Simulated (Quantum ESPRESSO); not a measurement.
PbO2: changing the choice of potentials or basis

```xyz
3
Lattice="0.0000 2.7020 2.7020 2.7020 0.0000 2.7020 2.7020 2.7020 0.0000" Properties=species:S:1:pos:R:3 pbc="T T T"
Pb    0.0000    0.0000    0.0000
O     4.0530    4.0530    4.0530
O     1.3510    1.3510    1.3510
```

The cell comes from a database or a generator and needn't be the stable form of this composition.

Kept alike: task band structure; functional PBEsol; k mesh 9 × 9 × 9; occupations fermi-dirac, width 0.05 eV; no spin polarisation. Program: Quantum ESPRESSO. Cutoffs run from 612 to 1252 eV. The mesh is that of the run's cell of 3 atoms. No spin-orbit coupling.

| choice of potentials or basis | pressure (GPa) |
| --- | --- |
| GBRV 1.5 PBEsol | -6.17 |
| PseudoDojo 0.4 SR PBEsol stringent | -6.32 |
| PseudoDojo 0.4.1 SR PBEsol standard | -4.84 |

Pressure is positive in compression; the values hold the error of the finite cutoff, so their zero can differ a little from the energy's minimum. For a metal such a mesh leaves the last digits unconverged.

Q: What does the choice of potentials or basis change here?

A: The pressure runs from -6.32 (PseudoDojo 0.4 SR PBEsol stringent) to -4.84 GPa (PseudoDojo 0.4.1 SR PBEsol standard).
